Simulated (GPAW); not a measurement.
Set up this calculation in GPAW 26.7.0, as an ASE script.

```
Task                : single point
Functional          : PBE
Potentials or basis : GPAW PAW data sets (gpaw-data 1.2.1)
Cutoff              : 600 eV
Basis               : pw
k mesh              : 8 × 8 × 8
Occupations         : fermi-dirac, width 0.05 eV
Spin                : no spin polarisation
Maxiter             : 150
```

The structure of Sb lies in POSCAR:

```
Sb
1.0
    3.1830660000     -0.0091570000     -0.0792670000
   -0.0091570000      3.1372080000     -0.0565340000
   -0.0792670000     -0.0565340000      3.1629200000
Sb
1
Direct
    0.0035030000      0.0030650000     -0.0217410000
```

This isn't the form of Sb at room conditions, which is rhombohedral.

The cell isn't the ideal one: cell strained at random at fixed volume.

These files were run (other wordings do the same):

run.py

```python
from ase.dft.bandgap import bandgap
from ase.io import read, write
from ase.units import GPa
from gpaw import GPAW, PW

atoms = read('POSCAR')

calc = GPAW(mode=PW(600),
            xc='PBE',
            kpts={'size': (8, 8, 8), 'gamma': True},
            occupations={'name': 'fermi-dirac', 'width': 0.05},
            nbands=15,
            convergence={'density': 1e-05, 'energy': 1e-05},
            maxiter=150,
            txt='gpaw.txt')
atoms.calc = calc
energy = atoms.get_potential_energy()
forces = atoms.get_forces()
stress = atoms.get_stress()
calc.write('gs.gpw')
write('result.traj', atoms)
print(f'Energy: {energy:.6f} eV')
print('Forces (eV/A):')
print(forces.round(4))
print('Stress (GPa):', (stress / GPa).round(3))
print('Fermi level:', round(calc.get_fermi_level(), 4), 'eV')
print(f'Gap: {bandgap(calc)[0]:.4f} eV, direct: {bandgap(calc, direct=True)[0]:.4f} eV')
```

Potentials or basis: GPAW PAW data sets (gpaw-data 1.2.1), pw.

The run is started by

```sh
$ OMP_NUM_THREADS=1 python run.py
```

It gave:

```json
{
 "Pressure": "-2.6 GPa",
 "Band gap on the k mesh": "none (metal or under the smearing width)"
}
```

Run time: 35 s on 1 thread of Intel(R) Xeon(R) Platinum 8559C (Emerald Rapids) (shared host), peak memory 0.24 GiB.
